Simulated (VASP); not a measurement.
NaH: single point with PBE

Crystal: NaH.

```
Na H
1.0
     0.00000    2.35582    2.35582
     2.35582    0.00000    2.35582
     2.35582    2.35582    0.00000
Na H
1 1
Direct
  0.00000 0.00000 0.00000
  0.50000 0.50000 0.50000
```

The cell isn't the ideal one: strained and moved within the space group.

```json
{
 "Program": "VASP 6.6.1",
 "Task": "single point",
 "Functional": "PBE",
 "Potentials or basis": "VASP PAW PBE potentials, release 64 (Na_pv, H)",
 "Cutoff": "520 eV",
 "k mesh": "8 × 8 × 8",
 "Occupations": "gaussian, width 0.02 eV",
 "Spin": "no spin polarisation"
}
```

- Pressure: 2.0 GPa
- Band gap on the k mesh: 3.89 eV, indirect (least direct gap 4.78 eV)

Levels at points of the mesh, in eV from the valence-band top:
```tsv
k point	band 2	band 3	band 4	band 5	band 6	band 7
(0.00, 0.00, 0.00)	-21.97	-21.97	-3.84	11.11	16.18	16.18
(0.50, 0.00, 0.00)	-21.99	-21.99	-0.89	3.89	11.32	13.86
(0.50, 0.50, 0.00)	-22.01	-22.01	-0.20	4.79	10.32	11.16
```

Run time: 7.7 s on 1 thread of Intel(R) Xeon(R) Platinum 8488C (Sapphire Rapids), with other jobs on the host, peak memory 0.14 GiB.

A k mesh can miss the band edges.
